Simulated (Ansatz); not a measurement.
# SnSe under changes of volume

One of the cells (50.458 Å³/atom); the others are scaled copies at fixed shape and fractional positions:

```
Sn Se
1.0
     4.28533    0.00000    0.00000
     0.00000    4.28533    0.00000
     0.00000    0.00000   10.99069
Sn Se
2 2
Direct
  0.00000 0.50000 0.62777
  0.50000 0.00000 0.37223
  0.00000 0.50000 0.38396
  0.50000 0.00000 0.61604
```

* Program: Ansatz 0.2.0
* Functional: r2SCAN
* Potentials or basis: Ansatz PAW
* Cutoff: 500 eV (not typed: the program's choice for these potentials)
* k mesh: 6 × 6 × 3
* Occupations: fermi-dirac, width 0.05 eV
* Spin: no spin polarisation

```tsv
volume (Å³/atom)	energy over the lowest point (meV/atom)	gap on the mesh (eV)	largest force (eV/Å)
47.431	17.55	1.64	0.481
48.440	?	?	?
49.449	1.83	1.75	0.151
50.458	0.00	1.78	0.014
51.468	1.66	1.80	0.134
52.477	6.45	1.82	0.262
53.486	14.07	1.83	0.381
```

What does the run at 48.440 Å³/atom give?

Energy over the lowest point 7.53 meV/atom; gap on the mesh 1.70 eV; largest force 0.310 eV/Å.

Worked out: A Birch-Murnaghan fit of order 3 (a polynomial in V^(-2/3)) to the other rows has its minimum at 50.47 Å³/atom with B0 = V·E''(V) = 28 GPa and B' = 4.3 at fixed shape and positions, which overstates the stiffness. It gives 7.54 meV/atom at 48.440 Å³/atom, against the run's 7.53. A parabola through the other rows of the gap, of slope 2.47 eV per unit of ln V there, gives 1.70 eV, against the run's 1.70.

Energies are extrapolated to zero smearing.

Caveats: odd divisions of the mesh miss points on the zone boundary, where band edges often lie, so the gap on the mesh can be too wide; spin-orbit coupling is left out, which moves the levels of the heavy elements; the PAW data sets come from PBE, with cores solved anew for the run's functional, which leaves a small shift of forces and pressure.

A mesh can miss the band edges.
